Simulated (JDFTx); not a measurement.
Ti, 1 atom in the cell. Symmetry: Im-3m, No. 229, cubic system. The conventional cell has a = 3.282 Å, b = 3.282 Å, c = 3.282 Å, α = 90.00°, β = 90.00°, γ = 90.00°. Around Ti (site symmetry m-3m) lie 8 Ti at 2.84 Å. This isn't the form of Ti at room conditions, which is hcp.

```yaml
Program: JDFTx 1.7.0 (patched build)
Task: single point
Functional: PBE
Potentials_or_basis: PseudoDojo-SR-PBE-0.5-standard with smoothed tails
Cutoff: 1143 eV
Density_cutoff: 4572 eV
k_mesh: 11 × 11 × 11
Occupations: fermi-dirac, width 0.05 eV
Spin: no spin polarisation
Local_potential_set_to_-Z/r_beyond: 6 bohr
Density_cutoff_over_wavefunction_cutoff: 4
Max_SCF_steps: 100
SCF_threshold_on_the_energy: 1e-09 Ha
Solver_of_the_electrons: scf
Further_solve_for_the_empty_bands: yes
```

Potentials or basis: PseudoDojo-SR-PBE-0.5-standard with smoothed tails.

Run with:

```sh
$ jdftx -c 1 -i Ti.in -o Ti.out
```

Hardware: 1 thread of Arm Neoverse V1, on a shared host.

Q: How long does it take, and how much memory?

A: Wall time 27 s on 1 thread of Arm Neoverse V1 (shared host), peak memory 0.07 GiB. Counts: scf iterations 14, bands 11, k points 56, plane waves 1551.
